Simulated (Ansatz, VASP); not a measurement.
Au: VASP beside Ansatz

```
Au
1.0
     2.70551    0.00000    0.00000
    -1.35275    2.34304    0.00000
     0.00000    0.00000    2.68554
Au
1
Direct
  0.00000 0.00000 0.00000
```

Alike in both runs: task relaxation of shape and atoms at fixed volume; functional PBE; k mesh 15 × 15 × 14; occupations fermi-dirac, width 0.08 eV; no spin polarisation.

|  | VASP | Ansatz |
| --- | --- | --- |
| version | VASP 6.6.1 | Ansatz 0.2.0 |
| potentials or method | VASP PAW PBE potentials, release 64 (Au) | PAW with Ansatz's default frozen-core files, scalar-relativistic |
| plane-wave cutoff (eV) | 600 | 420 |
| valence electrons in the cell | 11 | 19 |

```csv
,VASP,Ansatz,Ansatz less VASP
relaxed volume (Å³/atom),17.02,17.02,0.000
relaxed cell length with the largest relative difference (Å),2.664,2.664,0.0000
energy change over the relaxation (meV/atom),-2,-2,0.0
```

The two sets of potentials don't hold the same shells in valence.

Spin-orbit coupling is left out, which matters for the levels of Au.
